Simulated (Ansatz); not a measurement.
Pd: energy change per atom and pressure against volume scale

Results calculated with Ansatz 0.2.0, not measured. Plane-wave DFT, scalar-relativistic PAW made under PBE with cores redone for the functional, no dispersion; the given relaxed cell is scaled uniformly, energy at zero smearing counts from the unscaled cell, pressure at the given Fermi-Dirac smearing is positive in compression.

The cell before it is scaled or strained (space group Pm-3m, No. 221):
```
Pd
1.0
      0.0000     2.6130     2.6130
      2.6130     0.0000     2.6130
      2.6130     2.6130     0.0000
Pd
2
Direct
  0.00000 0.00000 0.00000
  0.50000 0.50000 0.50000
```

Settings of every row: spin polarised yes; functional PBE; wave cutoff 420 eV; smearing width 0.05 eV; k mesh 12x12x12.

Atom:
```
element  starting moment (Bohr magneton)
     Pd                              0.5
     Pd                             -0.5
```

Limits: search for a lower magnetic state is off; the cell comes from a prototype or a list of computed structures and needn't be the stable phase.

```
row  volume scale  V (Å³/atom)  energy change per atom (meV)  pressure (GPa)
  1          0.88         15.7                        129.84           22.06
  2          0.92       16.414                             ?               ?
  3          0.96       17.127                         12.57            5.76
  4          1.04       18.555                          9.15           -4.08
  5          1.08       19.268                         35.12           -7.39
  6          1.12       19.982                         74.04           -9.92
```

Largest site moment is 0 Bohr magneton in every row.

Question: what energy change per atom and pressure should row 2 give?

Worked fit of energy change per atom. Take u = (V_r/V)^(2/3) − 1 with V_r = 18.555 Å³ an atom, which is twice the finite (Eulerian) strain; such expansions in the strain, on which the Birch-Murnaghan equation of state is built, carry the rest volume and the bulk modulus. The shown rows have u = 0.11783, 0.05484, 0, -0.02482, -0.04819. Least squares give energy change per atom = 8.011 − 689.641 × u + 14594.12 × u² meV; a straight line predicts inner rows, each left out in turn, worse (root mean square 49 against 2.5 meV). The rows lie off it by 0.47, -1.51, 1.14, 1.00, -1.10 (root mean square 1.1 meV). The withheld row has u = 0.08517, so the fit gives 8.011 − 689.641 × (0.08517) + 14594.12 × (0.08517)² = 55.14 meV.

The calculation gave 53.17 meV. The fit lies 1.97 meV (3.7 % of the value, 1.6 % of the column's range) above it; its largest miss of a shown row is 1.51 meV.

Worked fit of pressure. Take u = (V_r/V)^(2/3) − 1 with V_r = 18.555 Å³ an atom, which is twice the finite (Eulerian) strain; such expansions in the strain, on which the Birch-Murnaghan equation of state is built, carry the rest volume and the bulk modulus. The shown rows have u = 0.11783, 0.05484, 0, -0.02482, -0.04819. Least squares give pressure = −4.159 + 148.304 × u + 627.57 × u² GPa; a straight line predicts inner rows, each left out in turn, worse (root mean square 2.1 against 0.17 GPa). The rows lie off it by 0.03, -0.10, 0.08, 0.06, -0.07 (root mean square 0.072 GPa). The withheld row has u = 0.08517, so the fit gives −4.159 + 148.304 × (0.08517) + 627.57 × (0.08517)² = 13.02 GPa.

The calculation gave 12.89 GPa. The fit lies 0.13 GPa (1 % of the value, 0.41 % of the column's range) above it; its largest miss of a shown row is 0.10 GPa.
